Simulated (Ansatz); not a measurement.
Computed with DFT PBE, scalar-relativistic, plane waves, PAW (Ansatz). Settings: cutoff 420 eV, Γ-centred meshes spaced at most about 0.3 Å⁻¹, and about 0.25 Å⁻¹ or finer for metals (2π included), Gaussian smearing. No spin polarisation.

Energies count from the standard state of Li at the same level.

These are static total energies at zero pressure. The comparison covers the computed candidates alone.

A search for Li sheets gave 4 distinct relaxed structures. All are two-dimensional sheets, periodic along a and b, with vacuum along c. Coordination counts all near atoms (those within 1.25 times the shortest distance at each site). Cells relaxed within their symmetry can be saddle points.

Question: Which structure of Li came out lowest?

Answer: The one with layer group p-3m1 (No. 72), reached from: random sheet. It has a = 3.114 Å, b = 3.114 Å, γ = 120.0°, thickness 2.31 Å between the outermost nuclei, 4.2 Å²/atom, no gap on the mesh. Li at height 0.00 Å has 9 Li at 2.93–3.11 Å. Its energy over the standard state is +0.25 eV/atom. It lies above the standard state, so it could only be metastable.

```
CELL_PARAMETERS angstrom
3.11358 0.00000 0.00000
-1.55679 2.69644 0.00000
0.00000 0.00000 28.19742
ATOMIC_POSITIONS crystal
Li 0.66667 0.33333 0.22505
Li 0.33333 0.66667 0.30692
```

Question: How much higher is the p6/mmm structure with 8.3 Å²/atom and coordination Li 6 (reached from: random sheet)?

Answer: 251 meV/atom. It has no gap on its mesh.

Question: How much higher is the p4/nmm structure with 4.4 Å²/atom and coordination Li 8 (reached from: thin slice cut from a crystal along (100))?

Answer: 24 meV/atom. It has no gap on its mesh.

Some structure types and database cells were kept out of the candidates from the start, so a known form may be missing.
